**Q:** I know this solid from its infrared spectrum, where each polar vibration gives a band. The cell has six atoms, so why does the table have eleven rows?

Zone-centre optical phonons of SiO2 (I-42d, 6 atoms in the cell, conventional a = 4.983, c = 7.337 Å, 15.18 Å³ per atom), from linear response in Ansatz 0.2.0 with PBEsol, PAW, a 420 eV plane-wave cutoff and an 8×8×8 k mesh. Each row is one level, with the infrared intensity summed over its degenerate modes; the frequencies include no LO–TO term.

```csv
row,phonon frequency (cm⁻¹),degeneracy,infrared intensity ((D/Å)²/amu)
1,131.9,2,0.15
2,316.0,1,0
3,351.9,1,0
4,407.2,1,0
5,418.9,1,8.95
6,440.6,2,13.7
7,750.9,1,0
8,764.8,2,5.74
9,1052.6,1,30.9
10,1062.4,2,57.4
11,1101.4,1,0
```

**A:** Six atoms can move in 18 independent ways. Three of these shift the whole crystal, which costs no energy and leaves no vibration, so 15 remain. The two directions perpendicular to the crystal's z axis are equivalent, and vibrations that single out one of them must have a partner of the same frequency. Four rows are such pairs and seven are single.

**Q:** Five rows have zero intensity. Don't their atoms carry charge?

**A:** They do, but the dipoles cancel. The infrared intensity is the square of the dipole that the whole cell gains as the atoms move, taken per unit of mass-weighted displacement. Take the fully symmetric vibration: two oxygens move in opposite directions along one axis in the plane, and the other two do the same along the other axis. Each makes a dipole, yet the sum is exactly zero.

Group theory extends this to all 15 modes. In the usual labels they are A1 + 2 A2 + 2 B1 + 2 B2 + 4 E, and only B2 (dipole along z) and E (dipole in the plane) absorb infrared light. The five zeros are therefore A1, A2 and B1. A1 and B1 are allowed in Raman scattering, so three of the five can be seen there, although the table doesn't tell which three.

**Q:** Row 10 is nearly twice as intense as row 9. Does the crystal absorb more strongly when the light is polarised in the plane?

**A:** No. Row 10 adds up two partners, and light polarised along one direction drives only one of them. Per component row 10 has 28.7 against 30.9 for row 9, a difference of 7 % that I wouldn't lean on. Rows 5 and 6 change places in the same way: the pair leads as a level, the single mode per component.

**Q:** Still, these two rows hold three quarters of all the intensity. Why?

**A:** Consider two limits for an oxygen atom, which bridges two silicon atoms at an angle of about 145°. If it moves along the line between them, one Si–O bond shortens and the other stretches. Electrons then flow from the stretched side to the shortened one, in the direction of the motion, and add to the dipole. If the atom moves across that line, both bonds are treated alike and this flow is largely absent.

The calculation shows the contrast in the Born effective charge, the dipole gained per unit displacement of one atom. It is −2.93 e along the line and close to −1 e across it. Intensity goes with the square, so the same oxygen displacement counts about eight times as much in the first limit.

Silica bands near 1050 to 1100 cm⁻¹ are well known as asymmetric Si–O stretches, which are close to that first limit. I rely on this general knowledge, because the atomic motions of the individual rows aren't available here. The charges also can't settle the matter alone. In row 1 the dipoles of different atoms must nearly cancel, since every atom carries a sizeable charge in every direction.

**Q:** I use SiO₂ as a gate insulator, where the static dielectric constant matters. Does the strongest band supply most of it?

**A:** It doesn't. More than half of the constant is there already with the atoms held still, and the vibrations add the rest, the lattice part. Even of that part the strongest band doesn't give the most, and the reason is stiffness. A gate signal is far slower than any of these vibrations, so the atoms simply settle where the electric force balances the restoring force. Let $S$ be the intensity of one component, $\omega$ its angular frequency and $V$ the cell volume. A field $E$ displaces the mode by $\sqrt{S}\,E/\omega^2$. The displaced mode carries a dipole $\sqrt{S}$ times as large, and dividing by the volume and the field, with the factor 4π of Gaussian units, gives its part of the dielectric constant:

$$\Delta\varepsilon=\frac{4\pi S}{V\omega^2}.$$

Row 5 serves as the worked case. One debye is 0.2082 e Å, so its intensity of 8.95 becomes $S = 8.95\times0.2082^2 = 0.388$ e²/amu. The volume is $6\times15.18 = 91.1$ Å³. A mass of 1 amu vibrating at 418.9 cm⁻¹ has a stiffness of $3.677\times10^{-6}\times418.9^2$ eV/Å², where the first factor only converts units. With $e^2 = 14.40$ eV Å,

$$\Delta\varepsilon=\frac{4\pi\times14.40\times0.388}{91.1\times3.677\times10^{-6}\times418.9^2}\approx1.19 .$$

Row 9, more than three times as intense, gives only 0.65. In the plane row 6 likewise beats row 10. The faint row 1 almost matches row 8, which is 38 times as intense: row 8 vibrates at 5.8 times the frequency, and the square of that, about 34, nearly cancels its advantage.

The output printed after this text repeats the step for every row. The parts along z add up to 1.85, the same as the lattice part that the program reports. That confirms the units and the counting, but it is no independent test, because both sums use the same charges and vibrations.

**Q:** Then a heavier atom in place of silicon should raise the dielectric constant, since everything would vibrate more slowly?

**A:** Not through its mass. In the static limit the atoms have all the time they need, and a heavy atom comes to rest at the same place as a light one. In the formula a larger mass lowers the frequencies and also the sum of $S$ over all modes. The two effects cancel exactly in the total of $\Delta\varepsilon$, though not row by row.

What raises the lattice part is a weaker restoring force or a larger Born charge. This is why oxides with soft polar vibrations are the ones with high dielectric constants. A low frequency is a promising sign only when it comes from soft bonding and not from heavy atoms.

**Q:** How many of the printed digits may I trust?

**A:** The zeros are exact, because symmetry enforces them. The order of rows 9 and 10 is much less certain: they lie 9.8 cm⁻¹ apart, less than 1 % of their frequency. No run with a higher cutoff is at hand, and the PBEsol calculation used atomic datasets made for another functional, PBE. The cell was also taken as given, with no printed stress to show how well it suits this functional. For the intensities, the output doesn't say whether the mesh for the field response had converged. So I wouldn't read the decimals of the frequencies, or the last digit of the intensities, as a measure of accuracy.

The ranking by dielectric part is sturdier. At fixed intensity, row 6 would have to vibrate $\sqrt{0.826/0.595} = 1.18$ times as fast before it fell level with row 10. Row 1 is the delicate one: if its frequency were 10 cm⁻¹ lower, its part would rise by 17 %, while the same shift in row 10 would change that part by only 2 %. Fortunately row 1 supplies little of the total.

**Q:** My film is a glass, and this is a perfect crystal. What carries over?

**A:** The reasoning does, but not the exact list. The cell is an ordered model of β-cristobalite with its atoms at rest, whereas the real high-temperature crystal is disordered and a glass has bridges of many different angles. Once the oxygens are no longer equivalent, their dipoles needn't cancel exactly, so vibrations that are forbidden here can absorb weakly. The large charge along the Si–O–Si bridge is a local property of the bonding, so I'd expect the stretching band to remain the strongest, though no glass was calculated here.

For a film this means that the tall band near 1060 cm⁻¹ is a good marker of Si–O bonds but a poor gauge of permittivity. In this crystal the two infrared-active levels between 400 and 450 cm⁻¹ supply half or more of the lattice part in their respective directions. To judge what a band does for the dielectric constant, take its intensity for one polarisation and divide by the square of its frequency.

Output of the analysis:

```
Intensity and dielectric part of one component:
  row  intensity per component  part of static dielectric constant
    1                    0.075                              0.1009
    2                        0                                   0
    3                        0                                   0
    4                        0                                   0
    5                     8.95                               1.194
    6                     6.85                              0.8262
    7                        0                                   0
    8                     2.87                              0.1149
    9                     30.9                               0.653
   10                     28.7                              0.5954
   11                        0                                   0
Optical modes counted with degeneracy: 15
Infrared-active levels: 6
Levels with zero intensity: 5
Share of rows 9 and 10 in the total intensity, %: 75.57
Row 10 over row 9, intensity of the level: 1.858
Row 10 over row 9, intensity per component: 0.9288
Row 6 over row 5, intensity of the level: 1.531
Row 6 over row 5, intensity per component: 0.7654
Row 10 less row 9, frequency in cm-1: 9.8
Oxygen Born charge along Si...Si, e: -2.932
Oxygen Born charge normal to the Si-O-Si plane, e: -1.003
Squared ratio of the charge along Si...Si to that along the twofold axis: 7.733
Si-O-Si angle from cell and bond length, degrees: 145.5
Lattice part along z, summed from the rows: 1.847
Lattice part along z, from the program's constants: 1.848
Lattice part in the plane, summed from the rows: 1.637
Lattice part in the plane, from the program's constants: 1.635
Share of row 5 in the lattice part along z, %: 64.65
Share of row 6 in the lattice part in the plane, %: 50.46
Row 8 over row 1, intensity: 38.27
Row 8 over row 1, dielectric part: 1.138
Rise of the dielectric part of row 1 if its frequency fell by 10 cm-1, %: 17.08
Rise of the dielectric part of row 10 if its frequency fell by 10 cm-1, %: 1.909
```
